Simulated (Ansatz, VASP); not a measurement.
**One calculation of Y, two programs**

INCAR

```
  PREC = Accurate
  ENCUT = 520
  EDIFF = 1E-6
  ISMEAR = -1
  SIGMA = 0.1
  LREAL = F
  LASPH = T
  NELM = 80
  ALGO = Normal
  ISIF = 2
  LWAVE = F
  LCHARG = T
  GGA = RP
  LELF = T
  LVHAR = T
  NBANDS = 12
```

File KPOINTS:

```
Automatic mesh
0
Gamma
  12 12 12
```

The input POSCAR:

```
Y
1.0
   -1.9643610234      1.9643610234      1.9643610234
    1.9643610234     -1.9643610234      1.9643610234
    1.9643610234      1.9643610234     -1.9643610234
Y
1
Direct
    0.0000000000      0.0000000000      0.0000000000
```

Input for Ansatz:

```yaml
crystal:
  lattice:
    - [-1.9643610234, 1.9643610234, 1.9643610234]
    - [1.9643610234, -1.9643610234, 1.9643610234]
    - [1.9643610234, 1.9643610234, -1.9643610234]
  atoms:
    - { symbol: "Y", position: [0.0, 0.0, 0.0] }
hamiltonian:
  xc: rpbe
  pseudopotentials:
    kind: paw
    azcp:
      "Y": "pseudopotentials/Y.paw.azcp"
basis:
  ecutwfc: 420
  fft_grid_basis: typed
kpoints:
  mp_grid: { grid: [12, 12, 12], shift: [0, 0, 0] }
magnetization:
  spin_polarized: false
scf:
  occupations: { method: fermi_dirac, width: 0.1 }
  lower_state_search: "off"
output:
  stress: true
```

Alike in both runs: task single point; functional RPBE; k mesh 12 × 12 × 12; occupations fermi-dirac, width 0.1 eV; no spin polarisation.

```csv
,VASP,Ansatz
version,VASP 6.6.1,Ansatz 0.2.0
potentials or method,"VASP PAW PBE potentials, release 64 (Y_sv)","plane waves (420 eV) with PAW, scalar-relativistic"
plane-wave cutoff (eV),520,420
valence electrons in the cell,11,11
```

|  | VASP | Ansatz | Ansatz less VASP |
| --- | --- | --- | --- |
| pressure (GPa) | 5.4 | 5.6 | +0.14 |

Caveats: the PAW data sets were made with another functional, which shifts forces and pressure a little (VASP).
